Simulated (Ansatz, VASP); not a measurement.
# Te2Mo in two plane-wave programs

Wanted: the spread between two codes on one cell, functional and k mesh. The cell is taken from a series of runs on this material, whose earlier steps may have relaxed, scaled, displaced or heated it; both programs get it as it stands.

Main program and level: Ansatz 0.2.0; plane waves, with VASP 6.6.1 beside it; single point at PBEsol.

## 1. The starting structure

The structure is hexagonal, space group P6_3/mmc (No. 194). The conventional cell has a = 3.518 Å, b = 3.518 Å, c = 13.974 Å, α = 90.00°, β = 90.00°, γ = 120.00°. Nearest to Te lie 3 Mo at 2.72 Å. Nearest to Mo lie 6 Te at 2.72 Å. Farther neighbours and most contacts between anions are not listed.

As a file:

```cif
data_structure
_symmetry_space_group_name_H-M 'P6_3/mmc'
_symmetry_Int_Tables_number 194
_cell_length_a 3.5182
_cell_length_b 3.5182
_cell_length_c 13.9736
_cell_angle_alpha 90.000
_cell_angle_beta 90.000
_cell_angle_gamma 120.000
_cell_volume 149.79
loop_
_atom_site_label
_atom_site_type_symbol
_atom_site_symmetry_multiplicity
_atom_site_Wyckoff_symbol
_atom_site_fract_x
_atom_site_fract_y
_atom_site_fract_z
_atom_site_occupancy
Te1 Te 4 f 0.66667 0.33333 0.37900 1
Mo1 Mo 2 c 0.66667 0.33333 0.75000 1
```

## 2. VASP: single point, PBEsol

With cell and atoms fixed, the geometry can't cause a difference; cores, projectors, grids and the points listed under the comparison can.

Lines of VASP's logs that name or quote its potential files are left out, and so is its time.

INCAR

```
SYSTEM = Te2Mo
PREC = Accurate
ENCUT = 400
EDIFF = 1E-06
NELM = 100
ISMEAR = 0
SIGMA = 0.05
LREAL = .FALSE.
ALGO = Normal
GGA = PS
NBANDS = 32
LASPH = .TRUE.
LORBIT = 11
LWAVE = .FALSE.
LCHARG = .FALSE.
KPAR = 2
ISIF = 2
```

POSCAR

```
Te2Mo
1.0
    3.5182000000      0.0000000000      0.0000000000
   -1.7591000000      3.0468505756      0.0000000000
    0.0000000000      0.0000000000     13.9736000000
Te Mo
4 2
Direct
    0.6666666667      0.3333333333      0.3790000000
    0.3333333333      0.6666666667      0.8790000000
    0.6666666667      0.3333333333      0.1210000000
    0.3333333333      0.6666666667      0.6210000000
    0.6666666667      0.3333333333      0.7500000000
    0.3333333333      0.6666666667      0.2500000000
```

KPOINTS

```
Automatic mesh
0
Gamma
9 9 2
0 0 0
```

Potentials, in the order of the species: Te and Mo_sv (PBE family, release 64).

Started as:

```sh
$ mpirun -np 2 vasp_std
```

Numbers of over 12 decimals in the logs are rounded to 6 here.

Log:

```text
[banner, memory and clock lines left out]
running    2 mpi-ranks, on    1 nodes
 distrk:  each k-point on    1 cores,    2 groups
 distr:  one band on    1 cores,    1 groups

 POSCAR found type information on POSCAR TeMo
 POSCAR found :  2 types and       6 ions
|                                                                             |
|               ----> ADVICE to this user running VASP <----                  |
|                                                                             |
|     You enforced a specific xc type in the INCAR file but a different       |
|     [... a line on the potential file left out ...]
|     I HOPE YOU KNOW WHAT YOU ARE DOING!                                     |
|                                                                             |

 LDA part: xc-table for (Slater+PW92), standard interpolation
 POSCAR, INCAR and KPOINTS ok, starting setup
 FFT: planning ... GRIDC
 FFT: planning ... GRID_SOFT
 FFT: planning ... GRID
 WAVECAR not read
 entering main loop
       N       E                     dE             d eps       ncg     rms          rms(c)
DAV:   1     0.326048752324E+03    0.32605E+03   -0.24321E+04  1888   0.119E+03
DAV:   2    -0.224768085791E+02   -0.34853E+03   -0.33982E+03  1952   0.302E+02
DAV:   3    -0.404459888558E+02   -0.17969E+02   -0.17698E+02  1920   0.584E+01
DAV:   4    -0.408593488513E+02   -0.41336E+00   -0.41182E+00  1888   0.890E+00
DAV:   5    -0.408718493544E+02   -0.12501E-01   -0.12497E-01  2000   0.154E+00    0.228E+01
DAV:   6    -0.399542546496E+02    0.91759E+00   -0.92947E+00  1720   0.152E+01    0.915E+00
DAV:   7    -0.398366926714E+02    0.11756E+00   -0.81896E+00  1672   0.120E+01    0.647E+00
DAV:   8    -0.393956961800E+02    0.44100E+00   -0.16402E+00  1808   0.599E+00    0.316E+00
DAV:   9    -0.393946981778E+02    0.99800E-03   -0.25296E-01  2008   0.226E+00    0.128E+00
DAV:  10    -0.393871940958E+02    0.75041E-02   -0.51294E-02  1808   0.118E+00    0.350E-01
DAV:  11    -0.393873280633E+02   -0.13397E-03   -0.26296E-03  1976   0.251E-01    0.262E-01
DAV:  12    -0.393872510160E+02    0.77047E-04   -0.26679E-04  1824   0.821E-02    0.180E-01
DAV:  13    -0.393872043719E+02    0.46644E-04   -0.14363E-04  2000   0.621E-02    0.754E-02
DAV:  14    -0.393872033377E+02    0.10342E-05   -0.81846E-06  1624   0.119E-02    0.572E-02
DAV:  15    -0.393872016488E+02    0.16890E-05   -0.21247E-06  1360   0.741E-03    0.286E-02
DAV:  16    -0.393872003660E+02    0.12828E-05   -0.34831E-06  1352   0.825E-03    0.123E-02
DAV:  17    -0.393872002522E+02    0.11377E-06   -0.38439E-07   952   0.298E-03
   1 F= -.39387200E+02 E0= -.39387200E+02  d E =-.234468E-11
```

From OUTCAR (step 2):

```text
ion  position               nearest neighbor table
   1  0.667  0.333  0.379-   6 2.72   6 2.72   6 2.72   3 3.61
   2  0.333  0.667  0.879-   5 2.72   5 2.72   5 2.72   4 3.61
   3  0.667  0.333  0.121-   6 2.72   6 2.72   6 2.72   1 3.61
   4  0.333  0.667  0.621-   5 2.72   5 2.72   5 2.72   2 3.61
   5  0.667  0.333  0.750-   2 2.72   4 2.72   2 2.72   4 2.72   2 2.72   4 2.72
   6  0.333  0.667  0.250-   1 2.72   3 2.72   1 2.72   3 2.72   1 2.72   3 2.72

  LATTYP: Found a hexagonal cell.
 ALAT       =     3.5182000000
 C/A-ratio  =     3.9718037633

 Subroutine GETGRP returns: Found 24 space group operations
 (whereof 12 operations were pure point group operations)

The static configuration has the point symmetry D_3d.
 The point group associated with its full space group is D_6h.

 Found     24 irreducible k-points:

   k-points           NKPTS =     24   k-points in BZ     NKDIM =     24   number of bands    NBANDS=     32

   dimension x,y,z NGX =    24 NGY =   24 NGZ =   96
   dimension x,y,z NGXF=    48 NGYF=   48 NGZF=  192

   ENCUT  =  400.0 eV  29.40 Ry    5.42 a.u.   5.74  5.74 22.79*2*pi/ulx,y,z

   NELECT =      52.0000    total number of electrons

 k-points in reciprocal lattice and weights: Automatic mesh
   0.00000000  0.00000000  0.00000000       0.006
   0.11111111  0.00000000  0.00000000       0.037
   0.22222222 -0.00000000  0.00000000       0.037
   0.33333333  0.00000000  0.00000000       0.037
   0.44444444 -0.00000000  0.00000000       0.037
   0.11111111  0.11111111  0.00000000       0.037
   0.22222222  0.11111111  0.00000000       0.074
   0.33333333  0.11111111  0.00000000       0.074
   0.44444444  0.11111111  0.00000000       0.037
[...]
0.33333333  0.22222222  0.50000000       0.074
   0.33333333  0.33333333  0.50000000       0.012

 average (electrostatic) potential at core
       1 -86.0297       2 -86.0297       3 -86.0297       4 -86.0297       5 -73.2968
       6 -73.2968

 E-fermi :   8.2307

 k-point     1 :       0.0000    0.0000    0.0000
  band No.  band energies     occupation
    ...
     22       6.9545      2.00000
     23       6.9897      2.00000
     24       6.9897      2.00000
     25       7.7040      2.00000
     26       8.0178      2.00000
     27      10.9236      0.00000
     28      10.9236      0.00000
     29      11.0547      0.00000
     30      11.0547      0.00000
     31      11.1538      0.00000
    ...

 k-point     2 :       0.1111    0.0000    0.0000
  band No.  band energies     occupation
    ...
     22       6.7730      2.00000
     23       6.9345      2.00000
     24       6.9856      2.00000
     25       7.8304      2.00000
     26       7.9235      2.00000
     27      10.4029      0.00000
     28      10.4243      0.00000
     29      10.4411      0.00000
     30      10.5428      0.00000
     31      10.7613      0.00000
    ...

 k-point     3 :       0.2222   -0.0000    0.0000
  band No.  band energies     occupation
    ...
     22       6.6687      2.00000
     23       6.7312      2.00000
     24       6.9670      2.00000
     25       7.2424      2.00000
     26       7.3882      2.00000
     27       9.3275      0.00000
     28       9.8539      0.00000
     29       9.9198      0.00000
     30      10.0489      0.00000
     31      10.3779      0.00000
    ...

  Total       -1.3172127     -1.3172127     -0.6304618      0.0000000      0.0000000      0.0000000
  in kB      -14.0892051    -14.0892051     -6.7435621      0.0000000      0.0000000      0.0000000
  external PRESSURE =     -11.6406575 kB  Pullay stress =       0.0000000 kB

  energy-cutoff  :      400.00
  volume of cell :      149.79
      direct lattice vectors                 reciprocal lattice vectors
     3.518200000  0.000000000  0.000000000     0.284236257  0.164103880  0.000000000
    -1.759100000  3.046850576  0.000000000     0.000000000  0.328207759  0.000000000
     0.000000000  0.000000000 13.973600000     0.000000000  0.000000000  0.071563520

 POSITION                                       TOTAL-FORCE (eV/Angst)
 -----------------------------------------------------------------------------------
      1.75910      1.01562      5.29599        -0.000000      0.000000     -0.059662
     -0.00000      2.03123     12.28279        -0.000000      0.000000     -0.059662
      1.75910      1.01562      1.69081        -0.000000     -0.000000      0.059662
     -0.00000      2.03123      8.67761        -0.000000     -0.000000      0.059662
      1.75910      1.01562     10.48020         0.000000     -0.000000     -0.000000
     -0.00000      2.03123      3.49340         0.000000     -0.000000     -0.000000
 -----------------------------------------------------------------------------------
    total drift:                               -0.000000      0.000000     -0.000000

  FREE ENERGIE OF THE ION-ELECTRON SYSTEM (eV)
  ---------------------------------------------------
  free  energy   TOTEN  =       -39.3872002522 eV

  energy  without entropy=      -39.3872002522  energy(sigma->0) =      -39.38720025

 total charge
# of ion       s       p       d       tot
------------------------------------------
    1        1.386   1.970   0.065   3.421
    2        1.386   1.970   0.065   3.421
    3        1.386   1.970   0.065   3.421
    4        1.386   1.970   0.065   3.421
    5        2.258   6.147   3.992  12.397
    6        2.258   6.147   3.992  12.397
--------------------------------------------------
tot         10.059  20.173   8.243  38.475

[... 3 further parts left out ...]
```

This run has no spin polarisation, so a moment on Mo, if there is one, isn't seen.

## 3. Ansatz: single point, PBEsol

Ansatz runs on its default PAW (the set named soft_2) files.

The same cell, functional, mesh and smearing now go to Ansatz, which takes its cutoff from its data sets.

input.yaml

```yaml
crystal:
  lattice:
    - [3.5182, 0.0, 0.0]
    - [-1.7591, 3.0468505756, 0.0]
    - [0.0, 0.0, 13.9736]
  atoms:
    - { symbol: Te, position: [0.6666666667, 0.3333333333, 0.379] }
    - { symbol: Te, position: [0.3333333333, 0.6666666667, 0.879] }
    - { symbol: Te, position: [0.6666666667, 0.3333333333, 0.121] }
    - { symbol: Te, position: [0.3333333333, 0.6666666667, 0.621] }
    - { symbol: Mo, position: [0.6666666667, 0.3333333333, 0.75] }
    - { symbol: Mo, position: [0.3333333333, 0.6666666667, 0.25] }
hamiltonian:
  xc: pbesol
  pseudopotentials: { kind: paw }
kpoints:
  mp_grid: { grid: [9, 9, 2] }
scf:
  occupations: { method: gaussian, width: 0.05 }
  n_extra_bands: 5
output:
  forces: true
  stress: true
  eigenvalues: true
```

Started as:

```sh
$ ansatz run input.yaml --threads 4 --pin off --max-ram 9216MiB --backend cpu --events-out ev --progress --plain --runs-dir out
```

Log:

```text
scf.n_extra_bands = 5 over 46 filled bands (N_el = 92.0): the run solves 51 bands
Engine: ansatz 0.2.0, aarch64-unknown-linux-gnu
Pseudopotentials: kind: paw
Pseudopotential: Te, paw, valence charge 16, recommended cutoff 420 eV (normal), Te.paw.azcp
Pseudopotential: Mo, paw, valence charge 14, recommended cutoff 420 eV (normal), Mo.paw.azcp
Functional definition: PBEsol
  exchange = pbesol_x
  correlation = pbesol_c
Crystal: 6 atoms, lattice volume = 149.789 Å³
Basis set: ecut = 420 eV, 2909 PW (Γ), exchange–correlation on 48×48×192 points (8 copies of the dense FFT grid, shifted against one another)
Bands: 51, of which v1, the nominal top of the filled ones, is band 46 counted from 1 (45 counted from 0)
Symmetry: 24 space group operations
Space group: P63/mmc (ITA 194), of the structure as read, at distance tolerance 5.3e-5 Å
k-points: 24 of 162
Non-local potential: Te, projectors of the file, l = 0: 2, l = 1: 2, l = 2: 2, l = 3: 2
Non-local potential: Mo, projectors of the file, l = 0: 3, l = 1: 2, l = 2: 2, l = 3: 1
PAW form: soft (Blöchl's): semilocal exchange-correlation on the pseudo side does not see the compensation charge
PAW frozen core: Te, regenerated for the run's functional, and the local potential with it (the file was generated under x = pbe(κ = 0.804, μ = 0.219515), c = pbe(β = 0.066725))
PAW frozen core: Mo, regenerated for the run's functional, and the local potential with it (the file was generated under x = pbe(κ = 0.804, μ = 0.219515), c = pbe(β = 0.066725))
PAW one-centre angular grid: Te, 590 points (default); XC on 64 Gauss nodes
PAW one-centre angular grid: Mo, 590 points (default); XC on 64 Gauss nodes
Initial density: superposition of atomic densities (neutral atoms: chi_scale 0, normalization atom), corrected by the library's trained network
Initial wavefunctions: pseudopotential atomic-orbital guess
Functional: x = pbesol(κ = 0.804, μ = 0.123457), c = pbesol(β = 0.046)
SCF iter   1: F=—  HF=-37402.706927 eV  |F-HF|=—  |Δ(HF+E_count)|=         —  Δρ=5.52e-3  dr2=4.00e-2  ethr=1.77e-3  ⟨swp⟩=6.2  Hψ=4595  notcnv=0
preconditioner: auto → Resta (q_TF=auto, 2.515 Å⁻¹)  ε∞=9.3  [insulator: Δε(μ)=0.762 eV  Ē_g=6.311 eV  σ=0.050 eV  W_gap=1.00  n_scr=52 (ndim 8)  ℏωp=18.2 eV  f_vac=0.021  D(μ)=0.00/eV (n_scr^D=0)  ε∞_Penn≈9.3]
SCF iter   2: F=—  HF=-37402.707091 eV  |F-HF|=—  |Δ(HF+E_count)|=   1.64e-4  Δρ=2.83e-3  dr2=8.34e-3  ethr=4.35e-5  ⟨swp⟩=2.0  Hψ=1993  notcnv=0  defer=23
SCF iter   3: F=—  HF=-37402.707977 eV  |F-HF|=—  |Δ(HF+E_count)|=   8.86e-4  Δρ=1.62e-3  dr2=1.87e-3  ethr=9.06e-6  ⟨swp⟩=2.0  Hψ=1468  notcnv=0  defer=23
SCF iter   4: F=—  HF=-37402.708802 eV  |F-HF|=—  |Δ(HF+E_count)|=   8.25e-4  Δρ=4.83e-4  dr2=2.01e-4  ethr=2.03e-6  ⟨swp⟩=2.0  Hψ=1458  notcnv=0  defer=23
SCF iter   5: F=—  HF=-37402.708943 eV  |F-HF|=—  |Δ(HF+E_count)|=   1.41e-4  Δρ=8.88e-5  dr2=2.45e-5  ethr=2.19e-7  ⟨swp⟩=2.0  Hψ=1613  notcnv=0  defer=23
SCF iter   6: F=—  HF=-37402.708977 eV  |F-HF|=—  |Δ(HF+E_count)|=   3.39e-5  Δρ=1.65e-5  dr2=6.29e-7  ethr=2.66e-8  ⟨swp⟩=2.0  Hψ=1593  notcnv=0  defer=23
SCF iter   7: F=-37402.708977 eV  HF=-37402.708977 eV  |F-HF|=2.18e-11  |Δ(HF+E_count)|=   3.37e-7  Δρ=4.28e-6  dr2=3.33e-8  ethr=1.09e-10  ⟨swp⟩=9.6  Hψ=5354  notcnv=0
SCF 1 converged in 7 iterations: F = -37402.708977 eV  dr2 = 3.33e-8
  greatest PAW one-centre occupation: 0.999 electrons in one spin orbital (limit 2), on the Mo atom at site 5 (counted from 0), in its partial waves of l = 0
SCF converged after 7 iterations
Free energy (F): -37402.708977 eV
Harris-Foulkes:  -37402.708977 eV  (|F-HF|=2.18e-11)
Internal energy: -37402.708977 eV  (E = F + TS)
E sigma→0 (E₀):  -37402.708977 eV
Fermi energy:    12.708642 eV
--- Per-component energies (eV) ---
  E_band       = -1153.624075
  E_kinetic    = 1610.297666
  E_local      = -7406.078641  (includes V_loc(G=0)·N_el)
  E_nonlocal   = -939.295401
  E_hartree    = 4135.929940
  E_xc         = -860.270006
  E_vxc        = -876.312867  (∫ρ·V_xc dr)
  E_paw        = -24628.588168  (= ΣΔE_a)
  E_vpaw       = -1814.095959  (= ΣTr[D̂ρ^β])
  E_aug_tail   = -0.000611  (compensation charges beyond the density's cutoff)
  E_ewald      = -9316.621616
  E_core_change = 1.917859  (= ΣΔE_core)
  E_smearing   = -0.000000  (= −TS)
  E_closure    = -0.000000  (closes the sum)
  Σ components = -37402.708977   (vs F -37402.708977, Δ=0.00e0)
--- Forces (eV/Å), atoms counted from 1 ---
  atom   1  Te     0.00000000    -0.00000000    -0.09013543
  atom   2  Te     0.00000000     0.00000000    -0.09013543
  atom   3  Te     0.00000000    -0.00000000     0.09013543
  atom   4  Te     0.00000000     0.00000000     0.09013543
  atom   5  Mo     0.00000000    -0.00000000     0.00000000
  atom   6  Mo     0.00000000     0.00000000     0.00000000
  max |Σ_I F_I| component: 2.78e-17 eV/Å
--- Stress (GPa, compression-positive) ---
       -1.312955       0.000000       0.000000
       -0.000000      -1.312955       0.000000
        0.000000       0.000000      -0.684200
  P = ⅓ Tr σ = -1.1034 GPa (-11.034 kbar)
--- Band table (eV; the first three rows and the last of 24) ---
  k-point 0: bands = [... 42 lower, 11.3157, 11.3157, 12.0138, 12.3317, 15.2347, 15.2347, 15.3670, 15.3670, ... 1 higher]
  k-point 1: bands = [... 42 lower, 11.2981, 11.2981, 12.2517, 12.2517, 15.2723, 15.2723, 15.2723, 15.2723, ... 1 higher]
  k-point 2: bands = [... 42 lower, 11.2576, 11.3092, 12.1445, 12.2299, 14.7198, 14.7351, 14.7550, 14.8548, ... 1 higher]
  k-point 23: bands = [... 42 lower, 10.3428, 10.3428, 12.1078, 12.1078, 13.3011, 13.3011, 13.9386, 13.9386, ... 1 higher]
```

The run ends at a pressure of -1.10 GPa, with forces up to 0.090 eV/Å.

## 4. Differences

Known differences besides the potentials themselves: the data sets hold 92 valence electrons in Ansatz (default PAW (the set named soft_2) files) and 52 in VASP; the cutoff is 420 eV in Ansatz and 400 eV in VASP; Ansatz makes its cores anew for this functional, VASP keeps those of its PBE data sets. Total energies have different zeros and are not compared.

Both answers:

```
              quantity  Ansatz   VASP  difference
        pressure (GPa)   -1.10  -1.16       +0.06
gap on the k mesh (eV)   0.760  0.753      +0.007
```

Forces (eV/Å; atoms numbered as in POSCAR):

| atom | Ansatz x, y, z | VASP x, y, z |
| --- | --- | --- |
| Te1 | 0.000, 0.000, -0.090 | 0.000, 0.000, -0.060 |
| Te2 | 0.000, 0.000, -0.090 | 0.000, 0.000, -0.060 |
| Te3 | 0.000, 0.000, 0.090 | 0.000, 0.000, 0.060 |
| Te4 | 0.000, 0.000, 0.090 | 0.000, 0.000, 0.060 |
| Mo5 | 0.000, 0.000, 0.000 | 0.000, 0.000, 0.000 |
| Mo6 | 0.000, 0.000, 0.000 | 0.000, 0.000, 0.000 |

The forces differ by 14 meV/Å r.m.s., which is 51.1 % of the r.m.s. force of 0.03 eV/Å (both taken over all components). A gap on the mesh is an upper bound, since the band edges may lie between its points. Ansatz's pressure holds a Pulay correction of 0.03 GPa; VASP's holds none.

## 5. What the set-up changes

Further runs change the set-up of one program: Ansatz's method, potentials or start, or VASP's data sets, cutoff or form of LDA. The table gives Ansatz less VASP for each quantity, since a change that brings one quantity closer may part another.

```csv
run,r.m.s. force difference (meV/Å),pressure (GPa),gap on the k mesh (eV)
as above,14,0.061,0.0067
VASP with the data sets Te_GW and Mo_sv_GW and a cutoff of 560 eV,1.4,0.28,0.0077
```

## 6. Results

```
r.m.s. force difference (single point, PBEsol) : 14 meV/Å
```

The r.m.s. force difference is 14 meV/Å (single point, PBEsol), beyond the 12 meV/Å picked in this series as the mark of a large difference. Single point, PBEsol, VASP with the data sets Te_GW and Mo_sv_GW and a cutoff of 560 eV: r.m.s. force difference goes from 14 to 1.4 meV/Å; the difference in pressure goes from 0.061 to 0.28 GPa. How closely two codes agree says nothing of how well the functional describes the real material.

[Lines on the potential files, build, host, timing and source positions are cut from VASP's logs without a mark.]

[Logs are printed without paths, hosts, clocks, repeated set-up lines and the standing remarks that a program may print on its own settings, such as how far it seeks lower states.]

[Hosts, paths, dates, database ids (printed as entryN), source tags and the programs' standing remarks are cut or masked in the printed files.]
